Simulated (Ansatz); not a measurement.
# BN (F-43m) in Ansatz: notebook, part 2 of 2

Ansatz 0.2.0. Earlier steps stand in the parts before.

**3. Single point, BPBE+D3(BJ)-ATM, collinear spin, ferromagnetic start, 5.72 Å³/atom (volume scaled by 0.96)**

Input file input.yaml:

```yaml
crystal:
  lattice:
    - [0.0, 1.7884979828, 1.7884979828]
    - [1.7884979828, 0.0, 1.7884979828]
    - [1.7884979828, 1.7884979828, 0.0]
  atoms:
    - { symbol: "N", spin: 0.5, position_ang: [0.894248991, 0.894248991, 0.894248991] }
    - { symbol: B, position_ang: [0.0, 0.0, 0.0] }
hamiltonian:
  xc: { exchange: b88, correlation: pbe }
  pseudopotentials: { kind: nc, source: spms }
  dispersion: d3bjatm
magnetization:
  spin_polarized: true
kpoints:
  mp_grid: { grid: [13, 13, 13] }
scf:
  occupations: { method: tetrahedron }
output:
  forces: true
  stress: true
  write_density: true
  write_potential: true
  elf: true
  volumetric_format: npy
```

Potentials or basis: SPMS NC.

Started as:

```
$ ansatz run input.yaml --threads 1 --pin off --max-ram 2560MiB --backend cpu --events-out ev --progress --plain --runs-dir out
```

Wall time 10 s (1 thread of Arm Neoverse V2, shared host); peak memory 0.3 GiB.

It converged, with:

```yaml
Free_energy: -365.7777 eV
Pressure: 4.3 GPa
Band_gap_on_the_k_mesh: 4.66 eV, indirect (least direct gap 9.06 eV)
Net_moment: 0.00 μB per cell
Absolute_moment: 0.00 μB per cell
```

Caveat: the potentials were made for another functional, which shifts forces and pressure; odd divisions of the mesh miss points on the zone boundary, where band edges often lie, so the gap on the mesh can be too wide; the pressure holds a Pulay correction of +0.3 GPa for the finite cutoff; with tetrahedron occupations forces and stress needn't match the slope of the energy; the dispersion damping was fitted for another functional or another form of the correction; the starting moments weren't kept.

**4. Single point, BPBE+D3(BJ)-ATM, collinear spin, ferromagnetic start, 5.84 Å³/atom (volume scaled by 0.98)**

Input file input.yaml:

```yaml
crystal:
  lattice:
    - [0.0, 1.8008328414, 1.8008328414]
    - [1.8008328414, 0.0, 1.8008328414]
    - [1.8008328414, 1.8008328414, 0.0]
  atoms:
    - { symbol: "N", spin: 0.5, position_ang: [0.900416421, 0.900416421, 0.900416421] }
    - { symbol: B, position_ang: [0.0, 0.0, 0.0] }
hamiltonian:
  xc: { exchange: b88, correlation: pbe }
  pseudopotentials: { kind: nc, source: spms }
  dispersion: d3bjatm
magnetization:
  spin_polarized: true
kpoints:
  mp_grid: { grid: [13, 13, 13] }
scf:
  occupations: { method: tetrahedron }
output:
  forces: true
  stress: true
```

Started as:

```
$ ansatz run input.yaml --threads 1 --pin off --max-ram 2560MiB --backend cpu --events-out ev --progress --plain --runs-dir out
```

It took 9.3 s on 1 thread of Arm Neoverse V2, shared host; peak memory 0.3 GiB.

It converged, with:

| Quantity | Value |
| --- | --- |
| Free energy | -365.7781 eV |
| Pressure | -3.7 GPa |
| Band gap on the k mesh | 4.63 eV, indirect (least direct gap 8.96 eV) |
| Net moment | 0.00 μB per cell |
| Absolute moment | 0.00 μB per cell |

Caveat: the potentials were made for another functional, which shifts forces and pressure; odd divisions of the mesh miss points on the zone boundary, where band edges often lie, so the gap on the mesh can be too wide; with tetrahedron occupations forces and stress needn't match the slope of the energy; the dispersion damping was fitted for another functional or another form of the correction; the starting moments weren't kept.

**5. Single point, BPBE+D3(BJ)-ATM, collinear spin, ferromagnetic start, 5.96 Å³/atom**

Input file input.yaml:

```yaml
crystal:
  lattice:
    - [0.0, 1.813001, 1.813001]
    - [1.813001, 0.0, 1.813001]
    - [1.813001, 1.813001, 0.0]
  atoms:
    - { symbol: "N", spin: 0.5, position_ang: [0.9065005, 0.9065005, 0.9065005] }
    - { symbol: B, position_ang: [0.0, 0.0, 0.0] }
hamiltonian:
  xc: { exchange: b88, correlation: pbe }
  pseudopotentials: { kind: nc, source: spms }
  dispersion: d3bjatm
magnetization:
  spin_polarized: true
kpoints:
  mp_grid: { grid: [13, 13, 13] }
scf:
  occupations: { method: tetrahedron }
output:
  forces: true
  stress: true
```

Started as:

```
$ ansatz run input.yaml --threads 1 --pin off --max-ram 2560MiB --backend cpu --events-out ev --progress --plain --runs-dir out
```

Wall time 9.3 s (1 thread of Arm Neoverse V2, shared host); peak memory 0.3 GiB.

The run converged. Its results:

```yaml
Free_energy: -365.7671 eV
Pressure: -11.0 GPa
Band_gap_on_the_k_mesh: 4.61 eV, indirect (least direct gap 8.86 eV)
Net_moment: 0.00 μB per cell
Absolute_moment: 0.00 μB per cell
```

Caveat: the potentials were made for another functional, which shifts forces and pressure; odd divisions of the mesh miss points on the zone boundary, where band edges often lie, so the gap on the mesh can be too wide; with tetrahedron occupations forces and stress needn't match the slope of the energy; the dispersion damping was fitted for another functional or another form of the correction; the starting moments weren't kept.

**6. Single point, BPBE+D3(BJ)-ATM, collinear spin, ferromagnetic start, 6.08 Å³/atom (volume scaled by 1.02)**

Input file input.yaml:

```yaml
crystal:
  lattice:
    - [0.0, 1.8250079791, 1.8250079791]
    - [1.8250079791, 0.0, 1.8250079791]
    - [1.8250079791, 1.8250079791, 0.0]
  atoms:
    - { symbol: "N", spin: 0.5, position_ang: [0.91250399, 0.91250399, 0.91250399] }
    - { symbol: B, position_ang: [0.0, 0.0, 0.0] }
hamiltonian:
  xc: { exchange: b88, correlation: pbe }
  pseudopotentials: { kind: nc, source: spms }
  dispersion: d3bjatm
magnetization:
  spin_polarized: true
kpoints:
  mp_grid: { grid: [13, 13, 13] }
scf:
  occupations: { method: tetrahedron }
output:
  forces: true
  stress: true
```

Potentials or basis: SPMS NC.

Started as:

```
$ ansatz run input.yaml --threads 1 --pin off --max-ram 2560MiB --backend cpu --events-out ev --progress --plain --runs-dir out
```

It took 10 s on 1 thread of Arm Neoverse V2, shared host; peak memory 0.31 GiB.

Results (log left out):

```
Free energy            : -365.7457 eV
Pressure               : -17.7 GPa
Band gap on the k mesh : 4.58 eV, indirect (least direct gap 8.76 eV)
Net moment             : 0.00 μB per cell
Absolute moment        : 0.00 μB per cell
```

Caveat: the potentials were made for another functional, which shifts forces and pressure; odd divisions of the mesh miss points on the zone boundary, where band edges often lie, so the gap on the mesh can be too wide; with tetrahedron occupations forces and stress needn't match the slope of the energy; the dispersion damping was fitted for another functional or another form of the correction; the starting moments weren't kept.

**7. Single point, BPBE+D3(BJ)-ATM, collinear spin, ferromagnetic start, 6.20 Å³/atom (volume scaled by 1.04)**

Input file input.yaml:

```yaml
crystal:
  lattice:
    - [0.0, 1.8368590123, 1.8368590123]
    - [1.8368590123, 0.0, 1.8368590123]
    - [1.8368590123, 1.8368590123, 0.0]
  atoms:
    - { symbol: "N", spin: 0.5, position_ang: [0.918429506, 0.918429506, 0.918429506] }
    - { symbol: B, position_ang: [0.0, 0.0, 0.0] }
hamiltonian:
  xc: { exchange: b88, correlation: pbe }
  pseudopotentials: { kind: nc, source: spms }
  dispersion: d3bjatm
magnetization:
  spin_polarized: true
kpoints:
  mp_grid: { grid: [13, 13, 13] }
scf:
  occupations: { method: tetrahedron }
output:
  forces: true
  stress: true
```

Started as:

```
$ ansatz run input.yaml --threads 1 --pin off --max-ram 2560MiB --backend cpu --events-out ev --progress --plain --runs-dir out
```

It took 10 s on 1 thread of Arm Neoverse V2, shared host; peak memory 0.31 GiB.

Results (log left out):

```
Free energy            : -365.7148 eV
Pressure               : -23.7 GPa
Band gap on the k mesh : 4.55 eV, indirect (least direct gap 8.67 eV)
Net moment             : 0.00 μB per cell
Absolute moment        : 0.00 μB per cell
```

Caveat: the potentials were made for another functional, which shifts forces and pressure; odd divisions of the mesh miss points on the zone boundary, where band edges often lie, so the gap on the mesh can be too wide; with tetrahedron occupations forces and stress needn't match the slope of the energy; the dispersion damping was fitted for another functional or another form of the correction; the starting moments weren't kept.

**8. Single point, BPBE+D3(BJ)-ATM, collinear spin, ferromagnetic start, 6.32 Å³/atom (volume scaled by 1.06)**

Input file input.yaml:

```yaml
crystal:
  lattice:
    - [0.0, 1.8485590667, 1.8485590667]
    - [1.8485590667, 0.0, 1.8485590667]
    - [1.8485590667, 1.8485590667, 0.0]
  atoms:
    - { symbol: "N", spin: 0.5, position_ang: [0.924279533, 0.924279533, 0.924279533] }
    - { symbol: B, position_ang: [0.0, 0.0, 0.0] }
hamiltonian:
  xc: { exchange: b88, correlation: pbe }
  pseudopotentials: { kind: nc, source: spms }
  dispersion: d3bjatm
magnetization:
  spin_polarized: true
kpoints:
  mp_grid: { grid: [13, 13, 13] }
scf:
  occupations: { method: tetrahedron }
output:
  forces: true
  stress: true
```

Started as:

```
$ ansatz run input.yaml --threads 1 --pin off --max-ram 2560MiB --backend cpu --events-out ev --progress --plain --runs-dir out
```

It took 10 s on 1 thread of Arm Neoverse V2, shared host; peak memory 0.31 GiB.

Results (log left out):

```
Free energy            : -365.6753 eV
Pressure               : -29.2 GPa
Band gap on the k mesh : 4.52 eV, indirect (least direct gap 8.57 eV)
Net moment             : 0.00 μB per cell
Absolute moment        : 0.00 μB per cell
```

Caveat: the potentials were made for another functional, which shifts forces and pressure; odd divisions of the mesh miss points on the zone boundary, where band edges often lie, so the gap on the mesh can be too wide; with tetrahedron occupations forces and stress needn't match the slope of the energy; the dispersion damping was fitted for another functional or another form of the correction; the starting moments weren't kept.

**9. Equation of state, BPBE+D3(BJ)+ATM, collinear spin, ferromagnetic start**

Potentials or basis: SPMS NC.

This step only gathers the single runs of the series.

Results:

| Property | Result |
| --- | --- |
| Equilibrium volume | 5.78 Å³/atom |
| Bulk modulus | 390 GPa |
| Pressure derivative of the bulk modulus | 3.7 |

Energy against volume, from the lowest point:
```csv
volume (Å³/atom),energy (meV/atom)
5.602,6.67
5.721,0.19
5.840,0.00
5.959,5.52
6.078,16.23
6.198,31.67
6.317,51.39
```

Caveat: the potentials were made for another functional, which shifts forces and pressure.

**10. The reference run**

An earlier run on the cell as given: functional PBE; potentials or basis Ansatz PAW; cutoff 420 eV (not typed: the program's choice for these potentials); k mesh 13 × 13 × 13; occupations fermi-dirac, width 0.05 eV; no spin polarisation.

- Pressure: -0.4 GPa
- Band gap on the k mesh: 4.54 eV, indirect (least direct gap 8.79 eV)

**11. Comparison with measurements**

Step 9. Measured bulk modulus of BN: 395 GPa (300 K; quoted in “Effect of nanostructuration on compressibility of cubic BN”, 2012, arxiv:1208.3664). This calculation gives 390 GPa (-1.4 %). The fit is for a static lattice scaled at fixed shape and fixed fractional positions.
